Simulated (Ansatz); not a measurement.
**Notes on SrO**

```
Sr O
1.0
     2.02585    3.50888    0.00000
    -2.02585    3.50888    0.00000
     0.00000    0.00000    9.89108
Sr O
4 4
Cartesian
  -0.0002 2.3394 2.4728
  -0.0002 4.6784 7.4183
  0.0000 0.0000 0.0000
  0.0000 0.0000 4.9455
  -0.0002 2.3394 8.4460
  -0.0002 4.6784 3.5005
  -0.0002 2.3394 6.3906
  0.0000 4.6787 1.4451
```

Method: r2SCAN, no spin polarisation; PAW, plane waves to 500 eV, 7×7×3 Γ-centred mesh, fermi-dirac occupations (width 0.0425 eV) (Ansatz 0.2.0), atoms fixed.

Task: Is there a gap, and of what kind?

Result: The gap is 0.40 eV, direct at the points sampled. A semilocal functional usually gives too small a gap.

Task: Where is the largest force?

Result: The largest is on O6 (and as large on other atoms): 5.52 eV/Å, components (0.00, 0.00, 5.52). It makes 180° with the line to a nearest neighbour, O8 at 2.06 Å, pointing away from it.

Task: Describe some of the short contacts.

Result: O–O at 2.06 Å: least valence density 0.39 e/Å³ and ELF 0.09 there, a closed-shell (ionic or weak) contact. Sr–O at 2.55 Å: least valence density 0.23 e/Å³ and ELF 0.09 there, a closed-shell (ionic or weak) contact. Both are smooth PAW fields, read partly inside the augmentation spheres.

Task: Is it stable against the elements?

Result: -2.11 eV an atom against the elements' usual phases (free molecules for gases, crystals otherwise, with no correction for O₂ or N₂), so it is bound against them; other compounds may still compete. Relaxing would lower it.

Origin: a known structure type with other elements, at an estimated volume, so it need not be a known compound. Caveats: atoms or cell far from equilibrium.
